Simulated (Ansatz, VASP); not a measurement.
Two plane-wave programs on TlBr

```
Tl Br
1.0
     3.92621    0.00000    0.00000
     0.00000    3.92621    0.00000
     0.00000    0.00000    3.92621
Tl Br
1 1
Cartesian
  0.0000 0.0000 0.0000
  1.9631 1.9631 1.9631
```

Change from the starting cell: volume scaled by 0.96.

Alike in both runs: task single point; functional PBEsol; k mesh 7 × 7 × 7; occupations fermi-dirac, width 0.05 eV; no spin polarisation.

|  | VASP | Ansatz |
| --- | --- | --- |
| version | VASP 6.6.1 | Ansatz 0.2.0 |
| potentials or method | VASP PAW PBE potentials, release 64 (Tl_d, Br) | Ansatz PAW |
| plane-wave cutoff (eV) | 520 | 420 |
| valence electrons in the cell | 20 | 20 |

```csv
,VASP,Ansatz,Ansatz less VASP
gap on the k mesh at the Fermi level (eV),2.13,2.13,-0.003
least direct gap on the mesh (eV),2.13,2.13,-0.003
pressure (GPa),-0.3,-0.2,+0.03
```

The functional is the same, so the differences come from potentials, cutoffs and numerics.

Caveats: spin-orbit coupling is left out, which as a rule narrows the gap of such compounds by several tenths of an eV; the PAW data sets were made with another functional, which shifts forces and pressure a little (VASP); an odd mesh through Γ misses points on the zone boundary, where band edges often lie (VASP); odd divisions of the mesh miss points on the zone boundary, where band edges often lie, so the gap on the mesh can be too wide (Ansatz); the PAW data sets come from PBE, with cores solved anew for the run's functional, which leaves a small shift of forces and pressure (Ansatz).
